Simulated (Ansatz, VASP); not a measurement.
**C in VASP and in Ansatz**

INCAR

```
PREC = Accurate
ENCUT = 520
EDIFF = 1E-7
ISMEAR = 0
SIGMA = 0.1
LREAL = False
LASPH = True
NELM = 150
ALGO = Normal
ISIF = 2
LWAVE = False
LCHARG = False
MAGMOM = 0 0 0 0 0 0
LORBIT = 11
LSORBIT = True
GGA_COMPAT = False
LORBMOM = True
LDIPOL = True
IDIPOL = 3
DIPOL = 0.5 0.5 0.500
GGA = PE
IVDW = 12
NBANDS = 20
```

KPOINTS

```
regular mesh
0
Gamma
  21 21 1
```

POSCAR

```
C
1.0
    2.4656677103      0.0000000000      0.0000000000
   -1.2328338551      2.1353308745      0.0000000000
    0.0000000000      0.0000000000     26.0024025614
C
2
Direct
    0.6666666667      0.3333333333      0.5000006356
    0.3333333333      0.6666666667      0.4999993644
```

Input for Ansatz:

```yaml
crystal:
  lattice:
    - [2.4656677103, 0.0, 0.0]
    - [-1.2328338551, 2.1353308745, 0.0]
    - [0.0, 0.0, 26.0024025614]
  atoms:
    - { symbol: C, position: [0.6666666667, 0.3333333333, 0.5000006356] }
    - { symbol: C, position: [0.3333333333, 0.6666666667, 0.4999993644] }
  periodic: [true, true, false]
basis:
  ecutwfc: 420
kpoints:
  mp_grid: { grid: [21, 21, 1] }
  band_path:
    path:
      - [0, 0, 0]
      - [0.5, 0, 0]
      - [0.333333333333, 0.333333333333, 0]
      - [0, 0, 0]
    npoints: 16
hamiltonian:
  xc: pbe
  dispersion: d3bj
scf:
  occupations: { method: gaussian, width: 0.1 }
output:
  forces: true
  stress: true
  eigenvalues: true
  populations: true
magnetization:
  noncollinear: true
  spin_orbit: true
```

Alike in both runs: task single point; functional PBE; dispersion D3(BJ); k mesh 21 × 21 × 1; occupations gaussian, width 0.1 eV; non-collinear spin, spin-orbit coupling.

|  | VASP | Ansatz |
| --- | --- | --- |
| version | VASP 6.6.1 | Ansatz 0.2.0 |
| potentials or method | VASP PAW PBE potentials, release 64 (C) | plane waves, PAW |
| plane-wave cutoff (eV) | 520 | 420 |
| valence electrons in the cell | 8 | 8 |

|  | VASP | Ansatz | Ansatz less VASP |
| --- | --- | --- | --- |
| gap on the k mesh at the Fermi level (eV) | none | none | - |
| net moment per atom (μB) | 0.00 | 0.00 | 0.000 |
| dispersion energy (meV/atom) | -88.6 | -88.6 | +0.02 |

A gap of «none» marks a metal or a gap that the smearing closes. Ansatz warned: «structure_snapped_to_symmetry».
